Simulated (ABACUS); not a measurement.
NaCl:

```
Cl Na
1.0
     0.00000    2.79406    2.79406
     2.79406    0.00000    2.79406
     2.79406    2.79406    0.00000
Cl Na
1 1
Direct
  0.50000 0.50000 0.50000
  0.00000 0.00000 0.00000
```

The cell is a database's computed one.

```yaml
Program: ABACUS 3.10.1
Task: relaxation of cell and atoms
Functional: RPBE
Potentials_or_basis: SSSP 1.3 efficiency PBE
Cutoff: 748 eV
Density_cutoff: 5987 eV
Basis: plane waves
k_mesh: 6 × 6 × 6
Occupations: fermi-dirac, width 0.05 eV
Spin: no spin polarisation
```

At the start: pressure 3.6 GPa; volume 21.81 Å³/atom.

Task: Where does the relaxation end?

Result: Over 4 steps the energy falls by 32.0 meV/atom and the volume is 24.98 Å³/atom (+14.5 %); space group Fm-3m (No. 225, to 0.05 Å).

Step by step:
| step | energy change (eV) | largest force (eV/Å) | pressure (GPa) | volume (Å³) |
| --- | --- | --- | --- | --- |
| 1 | 0.0000 | 0.0000 | 3.64 | 43.63 |
| 2 | -0.0515 | 0.0000 | 1.40 | 46.99 |
| 3 | -0.0637 | 0.0000 | 0.19 | 49.52 |
| 4 | -0.0639 | 0.0000 | 0.01 | 49.95 |

Final structure:
```yaml
crystal:
  lattice:
    - [0.00000, 2.92312, 2.92312]
    - [2.92312, 0.00000, 2.92312]
    - [2.92312, 2.92312, 0.00000]
  atoms:
    - { symbol: Cl, position: [0.50000, 0.50000, 0.50000] }
    - { symbol: Na, position: [0.00000, 0.00000, 0.00000] }
```

Caveat: the potentials were made for another functional, which shifts forces and pressure.
